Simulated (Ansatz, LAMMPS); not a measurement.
## Squeezing and shearing glassy Al2O3 (125 atoms)

Aim: relax glassy Al2O3 (125 atoms), then change its volume and shape to read moduli from the stress.

Calculated with Ansatz 0.2.0; Kohn-Sham DFT, PBE, PAW (set soft_1), plane waves.

### 1. Set-up

The cell holds 125 atoms: 50 Al and 75 O. Cell: a = 11.154 Å, b = 11.154 Å, c = 11.154 Å, α = 90.0°, β = 90.0°, γ = 90.0°. 125 atoms (50 Al, 75 O) placed at random at 3.05 g/cm³, melted at 4500 K for 20 ps at fixed volume with the Morse and Coulomb pair potential with partial charges (Pedone, Malavasi, Menziani, Cormack and Segre, J. Phys. Chem. B 110, 11780 (2006)). Quenched from 4500 K to 300 K at 10 K/ps and fixed volume, held 5 ps.

Limits known from the start: The quench rate of 10 K/ps is orders of magnitude faster than experiment, which tends to freeze in extra defects. The network of bonds at the start is that of the classical potential that made the cell, and needn't be the one that DFT or experiment would give. Only the Γ point is sampled.

### 2. Single point at the start

The forces at the start show how far the geometry lies from a minimum of this functional.

input.yaml

```yaml
crystal:
  lattice:
    - [11.1542, 0.0, 0.0]
    - [0.0, 11.1542, 0.0]
    - [0.0, 0.0, 11.1542]
  atoms:
    - { symbol: Al, position: [0.45535, 0.92158, 0.75149] }
    - { symbol: Al, position: [0.88124, 0.00878, 0.63678] }
    - { symbol: Al, position: [0.25277, 0.00698, 0.26389] }
    - { symbol: Al, position: [0.66554, 0.75989, 0.87254] }
    - { symbol: Al, position: [0.5286, 0.51904, 0.27035] }
    - { symbol: Al, position: [0.01941, 0.9599, 0.08457] }
    - { symbol: Al, position: [0.70677, 0.23163, 0.62971] }
    - { symbol: Al, position: [0.60784, 0.58356, 0.4975] }
    - { symbol: Al, position: [0.7064, 0.13992, 0.35834] }
    - { symbol: Al, position: [0.58082, 0.34398, 0.8148] }
    - { symbol: Al, position: [0.7687, 0.51463, 0.74263] }
    - { symbol: Al, position: [0.93672, 0.68443, 0.08803] }
    - { symbol: Al, position: [0.70665, 0.55192, 0.04422] }
    - { symbol: Al, position: [0.49101, 0.61722, 0.73707] }
    - { symbol: Al, position: [0.13746, 0.24858, 0.35865] }
    - { symbol: Al, position: [0.46484, 0.00031, 0.07326] }
    - { symbol: Al, position: [0.26823, 0.48875, 0.34583] }
    - { symbol: Al, position: [0.03161, 0.62119, 0.66654] }
    - { symbol: Al, position: [0.48184, 0.79306, 0.23839] }
    - { symbol: Al, position: [0.18403, 0.39628, 0.58838] }
    - { symbol: Al, position: [0.31261, 0.41117, 0.1193] }
    - { symbol: Al, position: [0.20425, 0.79254, 0.10661] }
    - { symbol: Al, position: [0.20007, 0.85068, 0.68826] }
    - { symbol: Al, position: [0.28201, 0.78774, 0.40385] }
    - { symbol: Al, position: [0.26557, 0.57878, 0.90456] }
    - { symbol: Al, position: [0.79352, 0.73195, 0.62274] }
    - { symbol: Al, position: [0.99388, 0.71493, 0.40364] }
    - { symbol: Al, position: [0.38335, 0.23439, 0.9715] }
    - { symbol: Al, position: [0.13117, 0.1371, 0.66933] }
    - { symbol: Al, position: [0.41993, 0.19711, 0.25547] }
    - { symbol: Al, position: [0.44826, 0.66406, 0.04367] }
    - { symbol: Al, position: [0.57166, 0.88271, 0.47968] }
    [... 87 atom lines left out ...]
    - { symbol: O, position: [0.41828, 0.29079, 0.83501] }
    - { symbol: O, position: [0.62416, 0.03332, 0.05987] }
    - { symbol: O, position: [0.98683, 0.52767, 0.0832] }
    - { symbol: O, position: [0.08725, 0.75735, 0.74543] }
    - { symbol: O, position: [0.19703, 0.48258, 0.20598] }
    - { symbol: O, position: [0.24636, 0.18994, 0.26375] }
kpoints:
  mp_grid: { grid: [1, 1, 1] }
hamiltonian:
  xc: pbe
  pseudopotentials: { kind: paw, azcp: { folder: soft_1 } }
scf:
  occupations: { method: fixed }
output:
  forces: true
```

Command:

```
$ ansatz run input.yaml --threads 4 --pin off --max-ram 8192MiB --backend cpu --events-out ev --progress --plain --runs-dir out
```

Numbers of over 12 decimals in the logs are rounded to 6 here.

The program printed:

```text
[...]
Pseudopotentials: kind: paw
Pseudopotential: Al, paw, valence charge 3, recommended cutoff 420 eV (normal), soft_1/Al.paw.azcp
Pseudopotential: O, paw, valence charge 6, recommended cutoff 420 eV (normal), soft_1/O.paw.azcp
[... 5 lines on functional and potentials left out ...]
Crystal: 125 atoms, lattice volume = 1387.763 Å³
Basis set: ecut = 420 eV, 27201 PW (Γ), exchange–correlation on 150×150×150 points (8 copies of the dense FFT grid, shifted against one another)
Bands: 425, of which v1, the nominal top of the filled ones, is band 300 counted from 1 (299 counted from 0)
Symmetry: 1 space group operations
Space group: P1 (ITA 1), of the structure as read, at distance tolerance 1.1e-4 Å
k-points: 1
[... 5 lines on functional and potentials left out ...]
Initial density: superposition of atomic densities (chi_scale 0.1, normalization cell, long waves kept (reshape's long-wave potential 0.06 eV rms))
Initial wavefunctions: pseudopotential atomic-orbital guess
[...]
SCF iter   1: F=—  HF=-69662.793231 eV  |F-HF|=—  |Δ(HF+E_count)|=         —  Δρ=1.29e-1  dr2=2.36e2  ethr=3.10e-3  ⟨swp⟩=5.0  Hψ=1283  notcnv=0  defer=121
preconditioner: auto → Resta (q_TF=auto, 2.372 Å⁻¹)  ε∞=3.1  [insulator: Δε(μ)=5.092 eV  Ē_g=16.893 eV  n_scr=304 (ndim 8)  ℏωp=24.4 eV  f_vac=0.018  ε∞_Penn≈3.1]
SCF iter   2: F=—  HF=-69600.500270 eV  |F-HF|=—  |Δ(HF+E_count)|=    6.23e1  Δρ=4.57e-2  dr2=1.43e1  ethr=3.10e-3  ⟨swp⟩=3.0  Hψ=753  notcnv=0  defer=121
SCF iter   3: F=—  HF=-69598.449754 eV  |F-HF|=—  |Δ(HF+E_count)|=    2.05e0  Δρ=2.28e-2  dr2=4.79e0  ethr=2.39e-3  ⟨swp⟩=2.0  Hψ=402  notcnv=0  defer=90
automatic band count: iteration 3 solves 392 bands in place of 425: the levels show a gap, and the empty bands left out lie too high to hold charge; the band table lists the bands solved (type scf.n_extra_bands for more)
SCF iter   4: F=—  HF=-69598.316901 eV  |F-HF|=—  |Δ(HF+E_count)|=   1.33e-1  Δρ=4.93e-3  dr2=2.69e-1  ethr=7.98e-4  ⟨swp⟩=3.0  Hψ=536  notcnv=0  defer=90
SCF iter   5: F=—  HF=-69598.295808 eV  |F-HF|=—  |Δ(HF+E_count)|=   2.11e-2  Δρ=1.60e-3  dr2=3.62e-2  ethr=4.48e-5  ⟨swp⟩=2.0  Hψ=632  notcnv=0  defer=90
[...]
SCF iter  12: F=—  HF=-69598.324000 eV  |F-HF|=—  |Δ(HF+E_count)|=   5.04e-7  Δρ=5.54e-6  dr2=3.15e-7  ethr=1.67e-11  ⟨swp⟩=4.0  Hψ=1239  notcnv=0
SCF iter  13: F=-69598.324000 eV  HF=-69598.324000 eV  |F-HF|=1.73e-9  |Δ(HF+E_count)|=   5.73e-8  Δρ=1.24e-6  dr2=1.54e-8  ethr=1.67e-11  ⟨swp⟩=2.0  Hψ=1271  notcnv=0
SCF 1 converged in 13 iterations: F = -69598.324000 eV  dr2 = 1.54e-8
[...]
SCF converged after 13 iterations
Free energy (F): -69598.324000 eV
Harris-Foulkes:  -69598.324000 eV  (|F-HF|=1.73e-9)
Internal energy: -69598.324000 eV  (E = F + TS)
E sigma→0 (E₀):  -69598.324000 eV
Fermi energy:    5.617884 eV
--- Per-component energies (eV) ---
[...]
Σ components = -69598.324000   (vs F -69598.324000, Δ=0.00e0)
--- Forces (eV/Å), atoms counted from 1 ---
  atom   1  Al     0.66582877    -0.16797722    -1.45556187
  atom   2  Al     0.10904291     0.39907289     0.54727719
  atom   3  Al    -1.02050589     1.00120795    -0.85384970
  atom   4  Al    -2.20771850    -0.69028416    -0.89886519
[...]
atom 125  O      1.16783635    -0.84486375    -0.47497405
  max |Σ_I F_I| component: 9.15e-5 eV/Å
```

Elapsed: 20 s, on 4 threads of Arm Neoverse V1, shared host; peak memory 1.6 GiB.

The r.m.s. force at the start is 1.0 eV/Å.

### 3. Cell and atoms relaxed

Cell and atoms are freed together, to release stress as well as forces.

input.yaml

```yaml
crystal:
  lattice:
    - [11.1542, 0.0, 0.0]
    - [0.0, 11.1542, 0.0]
    - [0.0, 0.0, 11.1542]
  atoms:
    [... the 125 atom lines of step 2 ...]
kpoints:
  mp_grid: { grid: [1, 1, 1] }
hamiltonian:
  xc: pbe
  pseudopotentials: { kind: paw, azcp: { folder: soft_1 } }
scf:
  occupations: { method: fixed }
output:
  forces: true
relax:
  f_tol: 0.05
  max_steps: 150
  cell: {}
```

The program printed:

```text
[...]
Crystal: 125 atoms, lattice volume = 1387.763 Å³
Basis set: ecut = 420 eV, 27201 PW (Γ), exchange–correlation on 150×150×150 points (8 copies of the dense FFT grid, shifted against one another)
Bands: 425, of which v1, the nominal top of the filled ones, is band 300 counted from 1 (299 counted from 0)
Symmetry: 1 space group operations
[...]
k-points: 1
[...]
SCF iter   1: F=—  HF=-69662.793231 eV  |F-HF|=—  |Δ(HF+E_count)|=         —  Δρ=1.29e-1  dr2=2.36e2  ethr=3.10e-3  ⟨swp⟩=5.0  Hψ=1283  notcnv=0  defer=121
[...]
SCF iter   5: F=—  HF=-69598.295812 eV  |F-HF|=—  |Δ(HF+E_count)|=   2.11e-2  Δρ=1.60e-3  dr2=3.62e-2  ethr=4.48e-5  ⟨swp⟩=2.0  Hψ=632  notcnv=0  defer=90
[...]
SCF iter  12: F=—  HF=-69598.324000 eV  |F-HF|=—  |Δ(HF+E_count)|=   5.04e-7  Δρ=5.54e-6  dr2=3.16e-7  ethr=1.67e-11  ⟨swp⟩=4.0  Hψ=1239  notcnv=0
SCF iter  13: F=-69598.324000 eV  HF=-69598.324000 eV  |F-HF|=1.64e-9  |Δ(HF+E_count)|=   5.75e-8  Δρ=1.24e-6  dr2=1.54e-8  ethr=1.67e-11  ⟨swp⟩=2.0  Hψ=1271  notcnv=0
SCF 1 converged in 13 iterations: F = -69598.324000 eV  dr2 = 1.54e-8
[...]
relax step   1: F+E_penalty+E_count = -69598.32400039 eV  Δ(F+E_penalty+E_count) = +0.000e0 eV  max|allowed force component| = 4.426e0 eV/Å  Δτ_max = 0.0000 Å  P = +1.605 GPa  Ω = 1387.763 Å³  (13 SCF iters, dr2 threshold 1.00e-7 eV, accepted)
[... from here on, the SCF cycles and remarks between the steps are left out ...]
relax step   2: F+E_penalty+E_count = -69603.18418545 eV  Δ(F+E_penalty+E_count) = -4.860e0 eV  max|allowed force component| = 2.739e0 eV/Å  Δτ_max = 0.1258 Å  P = +0.858 GPa  Ω = 1379.396 Å³  energy of the carried Pulay correction = +1.889e-2 eV  (7 SCF iters, dr2 threshold 1.25e-5 eV, accepted)
relax step   3: F+E_penalty+E_count = -69606.99274052 eV  Δ(F+E_penalty+E_count) = -3.809e0 eV  max|allowed force component| = 1.941e-1 eV/Å  Δτ_max = 0.1986 Å  P = +0.015 GPa  Ω = 1360.340 Å³  energy of the carried Pulay correction = +6.234e-2 eV  (8 SCF iters, dr2 threshold 1.25e-5 eV, accepted)
relax step   4: F+E_penalty+E_count = -69607.02220591 eV  Δ(F+E_penalty+E_count) = -2.947e-2 eV  max|allowed force component| = 1.049e-1 eV/Å  Δτ_max = 0.2000 Å  P = +0.012 GPa  Ω = 1360.188 Å³  energy of the carried Pulay correction = +6.269e-2 eV  (8 SCF iters, dr2 threshold 2.36e-6 eV, accepted)
relax step   5: F+E_penalty+E_count = -69607.06408694 eV  Δ(F+E_penalty+E_count) = -4.188e-2 eV  max|allowed force component| = 2.130e-1 eV/Å  Δτ_max = 0.2000 Å  P = +0.050 GPa  Ω = 1354.511 Å³  energy of the carried Pulay correction = +7.575e-2 eV  (8 SCF iters, dr2 threshold 6.87e-7 eV, accepted)
relax step   6: F+E_penalty+E_count = -69607.13723411 eV  Δ(F+E_penalty+E_count) = -7.315e-2 eV  max|allowed force component| = 1.903e-1 eV/Å  Δτ_max = 0.2000 Å  P = +0.030 GPa  Ω = 1352.969 Å³  energy of the carried Pulay correction = +7.930e-2 eV  (7 SCF iters, dr2 threshold 2.83e-6 eV, accepted)
relax step   7: F+E_penalty+E_count = -69607.14564438 eV  Δ(F+E_penalty+E_count) = -8.410e-3 eV  max|allowed force component| = 6.455e-2 eV/Å  Δτ_max = 0.0582 Å  P = +0.004 GPa  Ω = 1353.994 Å³  energy of the carried Pulay correction = +7.694e-2 eV  (7 SCF iters, dr2 threshold 2.26e-6 eV, accepted)
relax step   8: F+E_penalty+E_count = -69607.14772528 eV  Δ(F+E_penalty+E_count) = -2.081e-3 eV  max|allowed force component| = 7.982e-3 eV/Å  Δτ_max = 0.0164 Å  P = -0.002 GPa  Ω = 1353.972 Å³  energy of the carried Pulay correction = +7.699e-2 eV  (7 SCF iters, dr2 threshold 2.60e-7 eV, accepted)
relax step   9: F+E_penalty+E_count = -69607.07667567 eV  Δ(F+E_penalty+E_count) = +7.105e-2 eV  max|allowed force component| = 7.963e-3 eV/Å  Δτ_max = 0.0000 Å  P = -0.103 GPa  Ω = 1353.972 Å³  stress off target by 1.53e-1 GPa  SCF on the basis re-selected at this cell (its energy is not comparable with the rows above)  (6 SCF iters)
relax step  10: F+E_penalty+E_count = -69607.07949367 eV  Δ(F+E_penalty+E_count) = -2.818e-3 eV  max|allowed force component| = 5.212e-3 eV/Å  Δτ_max = 0.0034 Å  P = -0.004 GPa  Ω = 1353.006 Å³  energy of the carried Pulay correction = +2.331e-3 eV  (7 SCF iters, dr2 threshold 5.82e-8 eV, accepted)
relax step  11: F+E_penalty+E_count = -69607.07826411 eV  Δ(F+E_penalty+E_count) = +1.230e-3 eV  max|allowed force component| = 5.203e-3 eV/Å  Δτ_max = 0.0000 Å  P = -0.006 GPa  Ω = 1353.006 Å³  stress off target by 8.70e-3 GPa  SCF on the basis re-selected at this cell (its energy is not comparable with the rows above)  (6 SCF iters)
[...]
SCF converged after 6 iterations
Free energy (F): -69607.078264 eV
[...]
Internal energy: -69607.078264 eV  (E = F + TS)
E sigma→0 (E₀):  -69607.078264 eV
Fermi energy:    5.293180 eV
[...]
Σ components = -69607.078264   (vs F -69607.078264, Δ=0.00e0)
--- Forces (eV/Å), atoms counted from 1 ---
  atom   1  Al     0.00011890    -0.00039129    -0.00017925
  atom   2  Al     0.00025020     0.00071172    -0.00022334
  atom   3  Al    -0.00052153     0.00111474    -0.00049668
  atom   4  Al    -0.00072383    -0.00050181    -0.00087285
[...]
atom 125  O      0.00030172     0.00011504     0.00015683
  max |Σ_I F_I| component: 1.51e-4 eV/Å
--- Stress (GPa, compression-positive) ---
       -0.006848       0.000607      -0.001044
        0.000611      -0.005480      -0.003441
       -0.001049      -0.003427      -0.004944
  P = ⅓ Tr σ = -0.0058 GPa (-0.058 kbar)
--- Relaxed structure (9 steps of the walk, 9 accepted, 2 SCFs on fresh bases) ---
  F+E_penalty+E_count = -69607.07826411 eV   max|allowed force component| = 5.203e-3 eV/Å   (the final SCF, on the basis selected at the relaxed cell)
  cell:  # Å, volume = 1353.0059 Å³
    - [11.133202, -0.063784, 0.065925]
    - [-0.063784, 11.053335, 0.047761]
    - [0.065925, 0.047761, 10.995737]
  atoms:
    - { symbol: Al, position: [0.449822, 0.916800, 0.754861] }
    - { symbol: Al, position: [0.880285, 0.00353459, 0.643628] }
    - { symbol: Al, position: [0.255846, 0.00578124, 0.245750] }
    - { symbol: Al, position: [0.657432, 0.759953, 0.877954] }
[...]
- { symbol: O, position: [0.257417, 0.176028, 0.263234] }
```

It took 2.5 min on 4 threads; peak memory 1.7 GiB.

The relaxation converged after 9 steps, with a largest force component of 0.0052 eV/Å.

### 4. Single point at the relaxed geometry

The electronic structure is read at the final geometry, in a run of its own.

input.yaml

```yaml
crystal:
  lattice:
    - [11.1332, -0.06378, 0.06593]
    - [-0.06378, 11.05334, 0.04776]
    - [0.06593, 0.04776, 10.99574]
  atoms:
    - { symbol: Al, position: [0.44982, 0.9168, 0.75486] }
    - { symbol: Al, position: [0.88028, 0.00353, 0.64363] }
    - { symbol: Al, position: [0.25585, 0.00578, 0.24575] }
    - { symbol: Al, position: [0.65743, 0.75995, 0.87795] }
    - { symbol: Al, position: [0.5406, 0.52208, 0.27571] }
    - { symbol: Al, position: [0.0218, 0.9592, 0.1063] }
    [... 113 atom lines left out ...]
    - { symbol: O, position: [0.41676, 0.30168, 0.83065] }
    - { symbol: O, position: [0.62889, 0.05406, 0.05368] }
    - { symbol: O, position: [0.98324, 0.50678, 0.07899] }
    - { symbol: O, position: [0.08845, 0.74414, 0.75305] }
    - { symbol: O, position: [0.20145, 0.48269, 0.19484] }
    - { symbol: O, position: [0.25742, 0.17603, 0.26323] }
kpoints:
  mp_grid: { grid: [1, 1, 1] }
hamiltonian:
  xc: pbe
  pseudopotentials: { kind: paw, azcp: { folder: soft_1 } }
scf:
  occupations: { method: fixed }
output:
  forces: true
  stress: true
  populations: true
  dos:
    method: { smearing: { sigma: 0.1 } }
    de: 0.1
    projected: { site_lists: { Al: [Al], O: [O] } }
  eigenvalues: true
  write_density: true
  write_potential: true
  volumetric_format: npy
  elf: true
```

The program printed:

```text
[...]
Crystal: 125 atoms, lattice volume = 1353.007 Å³
Basis set: ecut = 420 eV, 26463 PW (Γ), exchange–correlation on 150×150×150 points (8 copies of the dense FFT grid, shifted against one another)
Bands: 425, of which v1, the nominal top of the filled ones, is band 300 counted from 1 (299 counted from 0)
Symmetry: 1 space group operations
[...]
k-points: 1
[...]
SCF iter   1: F=—  HF=-69667.526474 eV  |F-HF|=—  |Δ(HF+E_count)|=         —  Δρ=1.27e-1  dr2=2.23e2  ethr=3.10e-3  ⟨swp⟩=5.0  Hψ=1453  notcnv=0  defer=122
[...]
SCF iter  12: F=-69607.078258 eV  HF=-69607.078258 eV  |F-HF|=4.96e-8  |Δ(HF+E_count)|=   1.20e-7  Δρ=2.64e-6  dr2=7.50e-8  ethr=1.67e-11  ⟨swp⟩=26.0  Hψ=4106  notcnv=0
SCF 1 converged in 12 iterations: F = -69607.078258 eV  dr2 = 7.50e-8
[...]
SCF converged after 12 iterations
Free energy (F): -69607.078258 eV
[...]
Internal energy: -69607.078258 eV  (E = F + TS)
E sigma→0 (E₀):  -69607.078258 eV
Fermi energy:    5.293217 eV
[...]
--- Forces (eV/Å), atoms counted from 1 ---
  atom   1  Al     0.00103339    -0.00015047     0.00096567
  atom   2  Al     0.00210395     0.00219681    -0.00071917
  atom   3  Al    -0.00118638     0.00195695    -0.00071163
  atom   4  Al    -0.00010482     0.00071270    -0.00085873
  atom   5  Al    -0.00020173    -0.00294946     0.00012649
  atom   6  Al     0.00112028     0.00200961    -0.00233692
  atom   7  Al     0.00173593    -0.00017081    -0.00308652
  atom   8  Al     0.00110676    -0.00006625    -0.00083288
  atom   9  Al    -0.00155075     0.00316750     0.00191806
  atom  10  Al     0.00198670    -0.00028375     0.00102615
  atom  11  Al     0.00157405    -0.00026334    -0.00042261
  atom  12  Al    -0.00327885    -0.00028818    -0.00062735
  atom  13  Al     0.00046425    -0.00224001    -0.00021013
  atom  14  Al     0.00130430     0.00196521    -0.00207323
[...]
atom 124  O     -0.00213008     0.00009011    -0.00081853
  atom 125  O     -0.00053228     0.00014464     0.00070065
  max |Σ_I F_I| component: 1.64e-4 eV/Å
--- Stress (GPa, compression-positive) ---
       -0.006453       0.000587      -0.000484
        0.000591      -0.004676      -0.003354
       -0.000488      -0.003340      -0.006118
  P = ⅓ Tr σ = -0.0057 GPa (-0.057 kbar)
--- Band table (eV) ---
[...]
--- Löwdin populations: 125 sites ---
  site symbol       q [e]
     0     Al      1.6227
     1     Al      1.6623
     2     Al      1.7180
[...]
124      O      6.8185
  spilling = 0.008138 (of n_electrons = 600.000000)
```

Elapsed: 31 s, on 4 threads; peak memory 1.8 GiB; 2 min of CPU time.

Read from the output:

```
free energy                                      : -69607.0783 eV
free energy per atom                             : -556.8566 eV/atom
SCF cycles                                       : 12
pressure                                         : -0.005749 GPa
r.m.s. force component                           : 0.00142 eV/Å
longest force                                    : 0.00619 eV/Å
Fermi energy                                     : 5.293 eV
gap (highest filled to lowest empty level) : 3.714 eV
spilling of the projection                       : 0.008138
```

(Continued in part 2 of 3.)

[Logs are printed without paths, hosts, clocks, repeated set-up lines and the standing remarks that a program may print on its own settings, such as how far it seeks lower states.]

[Hosts, paths, dates, database ids (printed as entryN), source tags and the programs' standing remarks are cut or masked in the printed files.]
